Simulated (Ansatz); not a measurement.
Re (fcc)

Method: PBE, scalar-relativistic; no spin polarisation; PAW, 420 eV, 18×18×18 k-mesh, Gaussian smearing of 0.05 eV; code Ansatz. The datasets are Ansatz's generated set soft_2.

```yaml
crystal:
  lattice:
    - [0.00000, 1.95767, 1.95767]
    - [1.95767, 0.00000, 1.95767]
    - [1.95767, 1.95767, 0.00000]
  atoms:
    - { symbol: Re, position: [0.00000, 0.00000, 0.00000] }
```

At room temperature and ambient pressure Re is hcp.

Cell and atoms are those of this level's equilibrium.

Path: Γ–X–U | K–Γ–L–W–X, with Γ = (0.000, 0.000, 0.000), X = (0.500, 0.000, 0.500), U = (0.625, 0.250, 0.625), K = (0.375, 0.375, 0.750), L = (0.500, 0.500, 0.500), W = (0.500, 0.250, 0.750) in reciprocal vectors of the calculation's cell.

**Question.** Is it a metal or an insulator, and if it has a gap, where are the band edges on this path?

**Answer.** A metal: bands cross the Fermi level.

Levels between -5 and 3 eV from the Fermi level at the path's named points:
```tsv
point	below E_F (eV)	above E_F (eV)
Γ	-1.84 -1.84 -1.84	1.27 1.27
X		2.71
U and K	-4.42 -1.08	1.44
L	-2.04 -2.04	0.20
W	-4.85 -3.14 -3.14	0.20
```

With 15 valence electrons in the calculation's cell and no magnetic order, the bands, two electrons each, can't all be full or empty: band theory demands a metal. (Only strong correlation, outside this picture, could make a Mott insulator of it.)

Scalar-relativistic only: spin–orbit splittings of the heavy atoms' levels are missing.
